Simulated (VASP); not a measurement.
**A VASP 6.6.1 single-point calculation on SiO$_{2}$**

INCAR

```
EDIFF = 1E-7
ISMEAR = -1
LASPH = .TRUE.
GGA = PE
LWAVE = .FALSE.
SIGMA = 0.02
IVDW = 20
NELM = 65
IBRION = -1
PREC = Accurate
NSW = 0
ALGO = Conjugate
ISIF = 2
LREAL = .FALSE.
ENCUT = 520
LCHARG = .FALSE.
NBANDS = 25
```

KPOINTS

```
KPOINTS created by Atomic Simulation Environment
0
Gamma
6 6 10
0 0 0
```

POSCAR

```
Si O
 1.0000000000000000
     4.1851887986229350   -0.0000000000000000   -0.0000000000000000
    -0.0000000000000000    4.1851887986229350   -0.0000000000000000
    -0.0000000000000000   -0.0000000000000000    2.6688398909557165
 Si  O
   2   4
Cartesian
  0.0000000000000000  0.0000000000000000  0.0000000000000000
  2.0925943993114675  2.0925943993114675  1.3344199454778582
  1.2810905139318338  1.2810905139318338 -0.0000000000000000
  0.8115038853796336  3.3736849132433004  1.3344199454778582
  3.3736849132433004  0.8115038853796336  1.3344199454778582
  2.9040982846911012  2.9040982846911012 -0.0000000000000000
```

The recommended PBE PAW datasets give the neutral cell 32 valence electrons.

Command

```
mpirun -np 1 vasp_std
```

Q: Predict the outcome of this run.

A: It converged. Results: gap between bands v and c on the k mesh 5.54 eV; least direct gap on the k mesh 5.54 eV; pressure 5.6 GPa; largest force 0.07 eV/Å. Band v is the last that the valence electrons fill when counted band by band, and c is the next.

OSZICAR

```
N       E                     dE             d eps       ncg     rms           ort
DAV:   1     0.138124114251E+03    0.13812E+03   -0.19946E+04  1500   0.130E+03
DAV:   2    -0.437786481468E+02   -0.18190E+03   -0.17428E+03  1500   0.279E+02
DAV:   3    -0.508607647280E+02   -0.70821E+01   -0.70490E+01  1500   0.524E+01
DAV:   4    -0.509062461257E+02   -0.45481E-01   -0.45467E-01  1500   0.489E+00
DAV:   5    -0.509065954677E+02   -0.34934E-03   -0.34928E-03  1500   0.411E-01
SDA:   6    -0.392587925789E+02    0.11648E+02   -0.34928E-03  1500   0.270E+02   0.000E+00
CGA:   7    -0.457183589750E+02   -0.64596E+01   -0.64635E+01  1500   0.107E+01  -0.294E-01
CGA:   8    -0.461938047511E+02   -0.47545E+00   -0.47759E+00  1500   0.160E+00  -0.107E-01
CGA:   9    -0.462608429471E+02   -0.67038E-01   -0.67075E-01  1500   0.208E-01  -0.175E-03
CGA:  10    -0.462689405759E+02   -0.80976E-02   -0.80981E-02  1500   0.200E-02  -0.810E-07
CGA:  11    -0.462697503051E+02   -0.80973E-03   -0.80970E-03  1500   0.247E-03   0.494E-07
CGA:  12    -0.462698548996E+02   -0.10459E-03   -0.10414E-03  1500   0.350E-04   0.316E-05
CGA:  13    -0.462698701704E+02   -0.15271E-04   -0.15164E-04  1500   0.409E-05   0.788E-06
CGA:  14    -0.462698721419E+02   -0.19715E-05   -0.20233E-05  1500   0.555E-06  -0.288E-06
CGA:  15    -0.462698723707E+02   -0.22881E-06   -0.22698E-06  1500   0.556E-07   0.156E-07
CGA:  16    -0.462698723947E+02   -0.23974E-07   -0.23530E-07  1500   0.696E-08   0.561E-08
   1 F= -.47409813E+02 E0= -.47409813E+02  d E =-.238381E-12
```

Standard output (part)

```
POSCAR found type information on POSCAR SiO
 POSCAR found :  2 types and       6 ions
 LDA part: xc-table for (Slater+PW92), standard interpolation
 POSCAR, INCAR and KPOINTS ok, starting setup
 WAVECAR not read
 entering main loop
 gam= 0.000 g(H,U,f)=  0.195E+02 0.751E+01 0.166E-09 ort(H,U,f) = 0.000E+00 0.000E+00 0.000E+00
 gam= 0.000 trial= 0.400  step=  0.4793 mean=  0.4000
 gam= 0.040 g(H,U,f)=  0.738E+00 0.333E+00 0.339E-15 ort(H,U,f) =-0.166E+01 0.163E+01 0.159E-14
 gam= 0.040 trial= 0.408  step=  0.8928 mean=  0.4079
 gam= 0.149 g(H,U,f)=  0.142E+00 0.178E-01 0.177E-16 ort(H,U,f) =-0.101E+00 0.903E-01 0.523E-16
 gam= 0.149 trial= 0.456  step=  0.8470 mean=  0.4564
 gam= 0.130 g(H,U,f)=  0.189E-01 0.192E-02 0.657E-13 ort(H,U,f) =-0.101E-01 0.996E-02 0.283E-12
 gam= 0.130 trial= 0.495  step=  0.7782 mean=  0.4955
 gam= 0.096 g(H,U,f)=  0.196E-02 0.459E-04 0.486E-14 ort(H,U,f) =-0.248E-03 0.247E-03 0.427E-13
 gam= 0.096 trial= 0.524  step=  0.8090 mean=  0.5238
 gam= 0.123 g(H,U,f)=  0.222E-03 0.247E-04 0.235E-14 ort(H,U,f) =-0.592E-04 0.593E-04 0.678E-14
 gam= 0.123 trial= 0.552  step=  0.8436 mean=  0.5523
 gam= 0.142 g(H,U,f)=  0.329E-04 0.213E-05 0.570E-16 ort(H,U,f) =-0.178E-05 0.494E-05 0.530E-15
 gam= 0.142 trial= 0.581  step=  0.8544 mean=  0.5814
 gam= 0.117 g(H,U,f)=  0.381E-05 0.277E-06 0.217E-16 ort(H,U,f) =-0.232E-06 0.102E-05 0.842E-16
 gam= 0.117 trial= 0.609  step=  0.9684 mean=  0.6087
...
```

For comparison, a separate PBE run of the intended cell, on usual settings and not on those above, gives a gap of 5.54 eV on its mesh and a pressure of 9.8 GPa.
